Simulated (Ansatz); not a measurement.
The system is TaS2.

```
Ta S
1.0
     3.35000    0.00000    0.00000
    -1.67500    2.90119    0.00000
     0.00000    0.00000    5.86000
Ta S
1 2
Direct
  0.00000 0.00000 0.00000
  0.66667 0.33333 0.75000
  0.33333 0.66667 0.25000
```

Base run:

| Property | Result |
| --- | --- |
| Program | Ansatz 0.2.0 |
| Functional | PBE |
| Potentials or basis | Ansatz PAW |
| Cutoff | 600 eV |
| Density cutoff | 2400 eV |
| k mesh | 9 × 9 × 5 |
| Occupations | fermi-dirac, width 0.05 eV |
| Spin | no spin polarisation |

Its results: band gap on the k mesh none (metal or under the smearing width); pressure 9.1 GPa; largest force 1.232 eV/Å.

Q: The run is repeated on the same cell with these changes: cutoff from 600 eV to 420 eV (not typed: the program's choice for these potentials); hubbard terms from none to Ta d U = 8 eV; hubbard projectors from none to ortho-atomic (the default). What comes out?

A: Band gap on the k mesh none (metal or under the smearing width); pressure 14.3 GPa; largest force 1.324 eV/Å.

Caveats: this functional lacks dispersion, which binds the layers, so the pressure and a relaxed spacing across them are unreliable; forces of over 1 eV/Å show positions far from the minimum, so gaps and moduli don't describe the material at rest; spin-orbit coupling is left out, which moves the levels of the heavy elements (some runs); U without spin polarisation on a metal has little footing (some runs).
